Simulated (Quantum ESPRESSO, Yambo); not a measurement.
# AgCl (Fm-3m): Bethe-Salpeter spectra with Yambo, part 2 of 4

How far does the k mesh set the exciton binding of AgCl (Fm-3m)?

Quantum ESPRESSO 7.5 and Yambo 5.3.0; PBE and many-body steps on it, plane waves. Known limits of the many-body steps: not at the basis limit; d shell near the gap, gap tends to lie low; no spin-orbit coupling; coarse k mesh; bindings not settled in the k mesh.

So far. Step 4 (Screening and self-energy, 4×4×4 mesh, 112 bands …): The gap on the mesh goes from 0.92 eV to 2.15 eV, a correction of +1.23 eV. Step 5 (Empty states on the mesh, 4×4×4 mesh, 23 bands): On this mesh the gap is 0.921 eV.

## 7. Excitons

Optical absorption needs the electron-hole interaction, solved here in a basis of vertical transitions on the mesh.

This step: Bethe-Salpeter equation on PBE with a scissors shift, plane waves, norm-conserving pseudopotentials.

The input, bse3.in:

```
optics
bss
bse
em1s
dipoles
rim_cut
RandQpts= 1000000
RandGvec= 1 RL
Chimod= "HARTREE"
BSKmod= "SEX"
BSEmod= "resonant"
BSSmod= "d"
BSENGexx= 20 Ry
BSENGBlk= 4 Ry
% BSEQptR
 1 | 1 |
%
% BSEBands
 11 | 14 |
%
% BEnRange
 0 | 7 | eV
%
% BDmRange
 0.1 | 0.1 | eV
%
BEnSteps= 141
% BLongDir
 1 | 0 | 0 |
%
% BndsRnXs
 5 | 23 |
%
NGsBlkXs= 4 Ry
% LongDrXs
 1 | 1 | 1 |
%
% KfnQP_E
 1.45 | 1.0 | 1.0 |
%
WRbsWF
FFTGvecs= 33 Ry
```

Started as:

```
$ OMP_NUM_THREADS=1 mpirun -n 4 yambo -F bse3.in -J bse3 -C bse3 > bse3.log
```

The program printed:

```text
 Yambo, version 5.3.0

 [02] CORE Variables Setup
 =========================

  [... cell, symmetries and grids as in the set-up ...]

  [02.05] Energies & Occupations
  ==============================

  [X] === General ===
  [X] Electronic Temperature                        :  0.000000  0.000000 [eV K]
  [X] Bosonic    Temperature                        :  0.000000  0.000000 [eV K]
  [X] Finite Temperature mode                       : no
  [X] El. density                                   :  0.59315E+24 [cm-3]
  [X] Fermi Level                                   :  7.682207 [eV]

  [X] === Gaps and Widths ===
  [X] Conduction Band Min                           :  0.921386 [eV]
  [X] Valence Band Max                              :  0.000000 [eV]
  [X] Filled Bands                                  :  13
  [X] Empty Bands                                   :  14  23
  [X] Direct Gap                                    :  3.124397 [eV]
  [X] Direct Gap localized at k                     :  1
  [X] Indirect Gap                                  :  0.921386 [eV]
  [X] Indirect Gap between kpts                     :  3  1
  [X] Last valence band width                       :  2.203011 [eV]
  [X] 1st conduction band width                     :  3.963147 [eV]

 [03] Transferred momenta grid and indexing
 ==========================================

 [BZ sampling] Q-grid is User defined and/or read from the database

 IBZ Q-points                                      :   8
 BZ  Q-points                                      :   64

 K/Q-points units:
 rlu = crystal or reduced units; cc = cartesian coordinates; iku = interal k-units

 Q [1]          [rlu]:  0.000000  0.000000  0.000000
 Q [2]          [rlu]: -0.30674E-16 -0.30674E-16  0.25000
 Q [3]          [rlu]:  0.61348E-16  0.61348E-16 -0.50000
 Q [4]          [rlu]:  0.86352E-17  0.25000      0.25000
 Q [5]          [rlu]:  0.16743E-16  0.25000      0.50000
 Q [6]          [rlu]:  0.61348E-16  0.25000     -0.25000
 Q [7]          [rlu]: -0.17270E-16 -0.50000     -0.50000
 Q [8]          [rlu]:  0.250000 -0.500000 -0.250000

  [03.01] X + BSE indexes
  =======================

   [03.01.01] Sigma indexes
   ========================

 [04] Coloumb potential Random Integration (RIM)
 ===============================================

  [04.01] RIM initialization
  ==========================

  * Diagonal components only detected *

  8 x (sBL volume)        :  0.104821 [a.u.]
  sBZ random points       :  1000000
  Points outside the sBZ  :   7987327
  RL volume               :  0.838566 [a.u.]
  Integrated volume       :  0.839896 [a.u.]

  [04.02] RIM integrals
  =====================

  Gamma point sphere radius             :  0.085526 [a.u.]
  Points outside the sphere             :   799513
  [Int_sBZ(q=0) 1/q^2]*(Vol_sBZ)^(-1/3) =:  7.764325
                                 should be <:  7.795600

  Summary of Coulomb integrals for non-metallic bands |Q|[au] RIM/Bare

  Q [1] 0.100000E-4 0.995988 * Q [2] 0.257233 1.066317
  Q [4] 0.297027 1.064767 * Q [6] 0.420059 1.027506
  Q [5] 0.492563 1.020475 * Q [3] 0.514466 1.018268
  Q [7] 0.594054 1.014976 * Q [8] 0.664172 1.011959

 [05] External/Internal QP corrections
 =====================================

 [QP_apply] Action to be applied: USER defined scissor

  [05.01]  QP corrections report
  ==============================

  [K+QP] === General ===
  [K+QP] Electronic Temperature                     :  0.000000  0.000000 [eV K]
  [K+QP] Bosonic    Temperature                     :  0.000000  0.000000 [eV K]
  [K+QP] Finite Temperature mode                    : no
  [K+QP] El. density                                :  0.59315E+24 [cm-3]
  [K+QP] Fermi Level                                :  0.000000 [eV]

  [K+QP] === Gaps and Widths ===
  [K+QP] Conduction Band Min                        :  2.371386 [eV]
  [K+QP] Valence Band Max                           :  0.000000 [eV]
  [K+QP] Filled Bands                               :  13
[...]
io_Double_Grid :      0.0001s P4 ( 2 calls,   0.047 msec avg) [MAX]      0.0001s P2 ( 2 calls,   0.039 msec avg) [min]
                                    io_BSS_diago :      0.0092s P1 ( 2 calls,   4.619 msec avg) [MAX]      0.0001s P4 ( 2 calls,   0.044 msec avg) [min]
                          BSE components folding :      0.0001s P4 [MAX]      0.0001s P3 [min]
                                       X (REDUX) :      0.0030s P4 ( 8 calls,   0.370 msec avg) [MAX]      0.0001s P1 ( 8 calls,   0.018 msec avg) [min]
                         IO_and_Messaging_switch :      0.0002s P4 (83 calls,   0.002 msec avg) [MAX]      0.0001s P3 (83 calls,   0.002 msec avg) [min]
                                    scatter_Gamp :      0.0002s P4 ( 8 calls,   0.023 msec avg) [MAX]      0.0002s P1 ( 8 calls,   0.022 msec avg) [min]
                              BSE matrix (REDUX) :      0.0003s P2 [MAX]      0.0003s P3 [min]
                                      Xo (REDUX) :      0.0950s P2 ( 8 calls,  11.871 msec avg) [MAX]      0.0005s P1 ( 8 calls,   0.066 msec avg) [min]
                                    PP_uspp_init :      0.0007s P1 (25 calls,   0.028 msec avg) [MAX]      0.0007s P3 (24 calls,   0.028 msec avg) [min]
                                  eval_G_minus_G :      0.0009s P1 [MAX]      0.0009s P2 [min]
                                   X (procedure) :      0.0044s P1 ( 8 calls,   0.552 msec avg) [MAX]      0.0016s P4 ( 8 calls,   0.194 msec avg) [min]
                               SERIAL_lin_system :      0.0021s P1 ( 8 calls,   0.261 msec avg)
                                     K_WF_phases :      0.0062s P4 [MAX]      0.0047s P2 [min]
                                     BSE dipoles :      0.0050s P3 [MAX]      0.0050s P4 [min]
                                        io_QINDX :      0.0138s P1 ( 5 calls,   2.753 msec avg) [MAX]      0.0051s P3 ( 3 calls,   1.690 msec avg) [min]
                                            io_X :      0.0540s P1 (25 calls,   2.160 msec avg) [MAX]      0.0091s P4 (25 calls,   0.364 msec avg) [min]
                                     io_KB_pwscf :      0.0109s P4 (10 calls,   1.090 msec avg) [MAX]      0.0102s P1 (10 calls,   1.021 msec avg) [min]
                                           io_BS :      0.0115s P2 (47 calls,   0.246 msec avg) [MAX]      0.0112s P4 (43 calls,   0.260 msec avg) [min]
                                      T_space IP :      0.0123s P1 [MAX]      0.0122s P3 [min]
                                      io_DIPOLES :      0.0446s P1 (25 calls,   1.785 msec avg) [MAX]      0.0125s P4 (17 calls,   0.733 msec avg) [min]
                                 bz_samp_indexes :      0.0133s P3 [MAX]      0.0132s P1 [min]
                                         io_GROT :      0.0166s P3 ( 2 calls,   8.312 msec avg) [MAX]      0.0147s P1 ( 2 calls,   7.371 msec avg) [min]
                SERIAL_HERMITIAN_diagonalization :      0.0239s P2 [MAX]      0.0237s P1 [min]
                                  LINEAR ALGEBRA :      0.0258s P1 ( 9 calls,   2.864 msec avg) [MAX]      0.0238s P3 [min]
                            X T_space Kernel sum :      0.0403s P3 (64 calls,   0.630 msec avg) [MAX]      0.0273s P2 (72 calls,   0.380 msec avg) [min]
                                     io_fragment :      0.0649s P1 (84 calls,   0.772 msec avg) [MAX]      0.0291s P3 (66 calls,   0.441 msec avg) [min]
                                       FFT_setup :      0.0320s P2 (25 calls,   1.281 msec avg) [MAX]      0.0302s P3 (24 calls,   1.260 msec avg) [min]
                                     WF_load_FFT :      0.0340s P2 (25 calls,   1.360 msec avg) [MAX]      0.0322s P3 (24 calls,   1.343 msec avg) [min]
                                    Diago Solver :      0.0483s P1 [MAX]      0.0381s P2 [min]
                               T_space CORR Osc. :      0.0443s P3 (32 calls,   1.385 msec avg) [MAX]      0.0409s P1 (36 calls,   1.135 msec avg) [min]
                                           io_WF :      0.0504s P2 (90 calls,   0.561 msec avg) [MAX]      0.0479s P3 (86 calls,   0.557 msec avg) [min]
                                T_space EXX Osc. :      0.0601s P2 (15 calls,   4.004 msec avg) [MAX]      0.0561s P3 (14 calls,   4.004 msec avg) [min]
                                  DIPOLE_g_space :      0.1006s P1 [MAX]      0.0940s P4 [min]
                                X T_space Kernel :      0.1669s P3 [MAX]      0.1557s P1 [min]
                                  Xo (procedure) :      0.3196s P1 ( 8 calls,  39.950 msec avg) [MAX]      0.2567s P2 ( 8 calls,  32.084 msec avg) [min]
                                             RIM :      0.4759s P2 [MAX]      0.4743s P3 [min]
                                         Dipoles :      1.1391s P1 [MAX]      1.1391s P3 [min]

 [11] Game Over & Game summary
```

The job ended after 3 s (4 MPI ranks of Arm Neoverse V2, shared host; peak memory 0.98 GiB).

Numbers from this step:

```
transitions in the window                                      : 192
direct gap of the transition levels                            : 4.574 eV
lowest state                                                   : 4.059 eV
first strong exciton (over a fiftieth of the strongest listed) : 4.059 eV
binding of the lowest state below the direct gap               : 0.5153 eV
Coulomb term of one mesh cell                                  : 0.5850 eV
```

The binding is 0.88 times the screened Coulomb term of one mesh cell (0.59 eV), so it is not shown settled.

The lowest state lies at 4.059 eV, 0.515 eV under the direct gap.

Lines within 3 meV are set at the lowest of them, and the highest group, which the list may cut short, is left out. Lines of the exciton spectrum (strongest = 100):

| position (eV) | lines merged | strength, relative |
| --- | --- | --- |
| 4.059 | 3 | 67 |
| 4.418 | 2 | 0.0 |
| 4.552 | 3 | 100 |
| 4.628 | 3 | 0.0 |
| 4.633 | 3 | 0.0 |
| 4.666 | 3 | 0.0 |
| 4.688 | 2 | 0.0 |
| 5.033 | 2 | 0.0 |

The ε₂ has structure finer than the step of the table below, so its rows give means over 0.2 eV, whole bins alone (the curve runs from 0 to 7 eV). Peaks (eV: height): BSE 4.05: 9.03, 4.55: 13.2, 5.25: 4.59, 5.80: 15.4; no electron-hole interaction 4.60: 4.36, 5.10: 12.0, 5.75: 5.10, 6.40: 18.1.

Field along x; broadening 0.1 eV; transition window only. Limits: finite bands, cutoff and mesh; d shell near the gap, gap tends to lie low; no spin-orbit coupling; coarse k mesh; exciton not shown settled in the k mesh. Table of ε₂ by photon energy; means over each step:

| photon energy (eV) | BSE | no electron-hole interaction |
| --- | --- | --- |
| 0.2 | 0.0198 | 0.0146 |
| 0.4 | 0.0217 | 0.0157 |
| 0.6 | 0.0238 | 0.0170 |
| 0.8 | 0.0263 | 0.0185 |
| 1.0 | 0.0293 | 0.0202 |
| 1.2 | 0.0328 | 0.0221 |
| 1.4 | 0.0369 | 0.0243 |
| 1.6 | 0.0419 | 0.0269 |
| 1.8 | 0.0481 | 0.0299 |
| 2.0 | 0.0559 | 0.0335 |
| 2.2 | 0.0658 | 0.0379 |
| 2.4 | 0.0789 | 0.0432 |
| 2.6 | 0.0966 | 0.0498 |
| 2.8 | 0.122 | 0.0581 |
| 3.0 | 0.159 | 0.0689 |
| 3.2 | 0.221 | 0.0834 |
| 3.4 | 0.335 | 0.104 |
| 3.6 | 0.597 | 0.134 |
| 3.8 | 1.54 | 0.183 |
| 4.0 | 6.38 | 0.274 |
| 4.2 | 4.54 | 0.499 |
| 4.4 | 5.46 | 1.52 |
| 4.6 | 9.60 | 3.64 |
| 4.8 | 2.54 | 2.08 |
| 5.0 | 1.59 | 6.12 |
| 5.2 | 3.49 | 8.04 |
| 5.4 | 2.85 | 2.17 |
| 5.6 | 5.21 | 2.34 |
| 5.8 | 12.6 | 4.15 |
| 6.0 | 4.63 | 2.48 |
| 6.2 | 1.34 | 6.63 |
| 6.4 | 0.672 | 15.7 |
| 6.6 | 0.698 | 5.26 |
| 6.8 | 0.734 | 1.49 |

## 8. Triplet (no exchange term)

bse4.in, as its differences from bse3.in of step 7:

```diff
@@ -12,3 +12,3 @@
 BSSmod= "d"
-BSENGexx= 20 Ry
+BSENGexx= 1 RL
 BSENGBlk= 4 Ry
```

Started as:

```
$ OMP_NUM_THREADS=1 mpirun -n 4 yambo -F bse4.in -J bse4,bse3_W -C bse4 > bse4.log
```

The program printed:

```text
 Yambo, version 5.3.0

 [02] CORE Variables Setup
 =========================

  [... cell, symmetries and grids as in the set-up ...]

  [02.05] Energies & Occupations
  ==============================

  [X] === General ===
  [X] Electronic Temperature                        :  0.000000  0.000000 [eV K]
  [X] Bosonic    Temperature                        :  0.000000  0.000000 [eV K]
  [X] Finite Temperature mode                       : no
  [X] El. density                                   :  0.59315E+24 [cm-3]
  [X] Fermi Level                                   :  7.682207 [eV]

  [X] === Gaps and Widths ===
  [X] Conduction Band Min                           :  0.921386 [eV]
  [X] Valence Band Max                              :  0.000000 [eV]
  [X] Filled Bands                                  :  13
  [X] Empty Bands                                   :  14  23
  [X] Direct Gap                                    :  3.124397 [eV]
  [X] Direct Gap localized at k                     :  1
  [X] Indirect Gap                                  :  0.921386 [eV]
  [X] Indirect Gap between kpts                     :  3  1
  [X] Last valence band width                       :  2.203011 [eV]
  [X] 1st conduction band width                     :  3.963147 [eV]

 [03] Transferred momenta grid and indexing
 ==========================================

 IBZ Q-points                                      :   8
 BZ  Q-points                                      :   64

 K/Q-points units:
 rlu = crystal or reduced units; cc = cartesian coordinates; iku = interal k-units

 Q [1]          [rlu]:  0.000000  0.000000  0.000000
 Q [2]          [rlu]: -0.30674E-16 -0.30674E-16  0.25000
 Q [3]          [rlu]:  0.61348E-16  0.61348E-16 -0.50000
[...]
BSE dipoles :      0.0060s P1 [MAX]      0.0060s P2 [min]
                            io_DIPOLES :      0.0085s P2 ( 7 calls,   1.211 msec avg) [MAX]      0.0082s P4 ( 7 calls,   1.175 msec avg) [min]
                                 io_BS :      0.0133s P1 (47 calls,   0.284 msec avg) [MAX]      0.0103s P4 (43 calls,   0.239 msec avg) [min]
                            T_space IP :      0.0124s P1 [MAX]      0.0122s P4 [min]
                               io_GROT :      0.0171s P4 ( 2 calls,   8.544 msec avg) [MAX]      0.0145s P2 ( 2 calls,   7.272 msec avg) [min]
                  X T_space Kernel sum :      0.0275s P3 (64 calls,   0.429 msec avg) [MAX]      0.0188s P2 (72 calls,   0.261 msec avg) [min]
                           WF_load_FFT :      0.0203s P1 (16 calls,   1.268 msec avg) [MAX]      0.0188s P3 (15 calls,   1.255 msec avg) [min]
                           io_fragment :      0.0225s P2 (45 calls,   0.500 msec avg) [MAX]      0.0217s P3 (43 calls,   0.506 msec avg) [min]
      SERIAL_HERMITIAN_diagonalization :      0.0233s P4 [MAX]      0.0233s P2 [min]
                        LINEAR ALGEBRA :      0.0233s P4 [MAX]      0.0233s P2 [min]
                             FFT_setup :      0.0282s P1 (17 calls,   1.661 msec avg) [MAX]      0.0264s P4 (16 calls,   1.650 msec avg) [min]
                                  io_X :      0.0286s P1 (24 calls,   1.193 msec avg) [MAX]      0.0283s P4 (24 calls,   1.180 msec avg) [min]
                                 io_WF :      0.0325s P1 (56 calls,   0.580 msec avg) [MAX]      0.0302s P3 (52 calls,   0.580 msec avg) [min]
                          Diago Solver :      0.0491s P1 [MAX]      0.0375s P2 [min]
                     T_space CORR Osc. :      0.0444s P4 (32 calls,   1.387 msec avg) [MAX]      0.0404s P1 (36 calls,   1.121 msec avg) [min]
                      T_space EXX Osc. :      0.0614s P2 (15 calls,   4.096 msec avg) [MAX]      0.0571s P4 (14 calls,   4.080 msec avg) [min]
                      X T_space Kernel :      0.1625s P3 [MAX]      0.1501s P1 [min]

 [11] Game Over & Game summary
[key lines of the parts left out:]
Dipoles :      0.0026s P2 [MAX]      0.0026s P3 [min]
```

The job ended after 0.99 s (4 MPI ranks; peak memory 0.25 GiB).

The lowest triplet lies at 4.036 eV; without spin-orbit coupling triplets are dark, so no spectrum is read.

## 9. Empty states on the mesh, 6×6×6 mesh, 23 bands

This step: Quantum ESPRESSO 7.5; DFT, PBE, plane waves, norm-conserving pseudopotentials.

The input, pw.in:

```
&control
  calculation = 'nscf'
  prefix = 'x'
  outdir = 'o'
  pseudo_dir = 'pseudo'
/
&system
  ibrav = 0
  nat = 2
  ntyp = 2
  ecutwfc = 74.0
  nbnd = 23
  force_symmorphic = .true.
/
&electrons
  conv_thr = 1e-9
  electron_maxstep = 80
  diago_full_acc = .true.
  diago_thr_init = 5e-6
/
ATOMIC_SPECIES
  Ag 107.87 Ag.upf
  Cl 35.45 Cl.upf
CELL_PARAMETERS angstrom
  0.0000000000 2.7985000000 2.7985000000
  2.7985000000 0.0000000000 2.7985000000
  2.7985000000 2.7985000000 -0.0000000000
ATOMIC_POSITIONS crystal
  Ag 0.0000000000 0.0000000000 0.0000000000
  Cl 0.5000000000 0.5000000000 0.5000000000
K_POINTS automatic
  6 6 6 0 0 0
```

Started as:

```
$ OMP_NUM_THREADS=1 mpirun -n 4 pw.x -nk 4 -in pw.in > pw.out
```

The program printed:

```text
[banner, memory and clock lines left out]
Program PWSCF v.7.5 starts

     Atomic positions and unit cell read from directory:
     o/x.save/

     Message from routine setup:
     using ibrav=0 with symmetry is DISCOURAGED, use correct ibrav instead

     G-vector sticks info

     bravais-lattice index     =            0
     lattice parameter (alat)  =       7.4789  a.u.
     unit-cell volume          =     295.8030 (a.u.)^3
     number of atoms/cell      =            2
     number of atomic types    =            2
     number of electrons       =        26.00
[...]
5.4327   5.4327   5.6660   6.4509   6.4509   9.7152  16.5415  17.7136
    17.7136  19.4669  19.4669  20.2904  22.5896  24.0643  24.0644

          k = 0.2357 0.2357-0.2357 (  3173 PWs)   bands (ev):

   -81.9860 -45.5139 -45.5124 -45.5124  -6.9823   3.1493   3.9200   3.9200
     5.6012   5.6012   5.8691   7.3186   7.3186  11.3657  14.6620  16.0434
    16.0434  20.2784  20.2784  20.3368  24.6638  26.4519  26.9808

          k =-0.3536-0.3536 0.3536 (  3178 PWs)   bands (ev):

     [... further k-points ...]

     highest occupied, lowest unoccupied level (ev):     7.6822    8.6036

     XML data file, pseudopotentials, collected wavefunctions
```

It took 2.6 s on 4 MPI ranks; peak memory 0.21 GiB.

Numbers from this step:

- gap: 0.9214 eV
- k of the valence top: 0, 0, -0.5
- k of the conduction bottom: 0, 0, 0
- least direct gap: 3.124 eV
- k points computed: 16
- lowest point of the top converged band, above the valence top: 13.44 eV

On this mesh the gap is 0.921 eV.

## 10. Conversion and set-up

This step: Yambo 5.3.0; conversion and set-up on PBE, plane waves, norm-conserving pseudopotentials.

Started as:

```
$ (cd o/x.save; p2y > p2y.log; mv SAVE ../..); yambo > setup.log
```

The program printed:

```text
 Yambo, version 5.3.0

 [02] CORE Variables Setup
 =========================

  [02.01] Unit cells
  ==================

  Cell kind             :  FCC
  Atoms in the cell     :  Ag  Cl
  number of Ag atoms    :  1
  number of Cl atoms    :  1

  List of atomic masses
  Mass of Ag    :  107.8700
  Mass of Cl    :  35.45000

  List of atomic coordinates    : [cc]
  Ag1       :  0.000000  0.000000  0.000000  order 1
  Cl1       :  5.288399  5.288399  5.288399  order 2

  Alat factors          :  5.288399  5.288399  5.288399 [a.u.]
  Direct lattice volume :  295.8030 [a.u.]
[...]
Q [ 1]         [rlu]:  0.000000  0.000000  0.000000
 Q [ 2]         [rlu]:  0.75378E-17 -0.63400E-17  0.16667
 Q [ 3]         [rlu]:  0.15076E-16 -0.12680E-16  0.33333
[...]
Q [ 8]         [rlu]:  0.61348E-16  0.16667     -0.33333
 Q [ 9]         [rlu]: -0.10681E-16  0.16667     -0.16667
 Q [10]         [rlu]:  0.11514E-16  0.33333      0.33333
     [... 4 further rows ...]
 Q [15]         [rlu]:  0.166667  0.333333 -0.333333
 Q [16]         [rlu]:  0.166667 -0.500000 -0.333333

  [03.01] X indexes
  =================

   [03.01.01] Sigma indexes
   ========================

 [06] Game Over & Game summary
```

It took 2.4 s on 1 MPI rank; peak memory 0.24 GiB.

(Continued in part 3 of 4.)

[Paths, hosts, dates, memory and timing lines, banners, echoed tables and standing remarks are left out of the program output.]

[Logs are printed without paths, hosts, clocks, repeated set-up lines and the standing remarks that a program may print on its own settings, such as how far it seeks lower states.]

[Runs of the session that timed out or met a known fault of the program may be left out.]

[Hosts, paths, dates, database ids (printed as entryN), source tags and the programs' standing remarks are cut or masked in the printed files.]
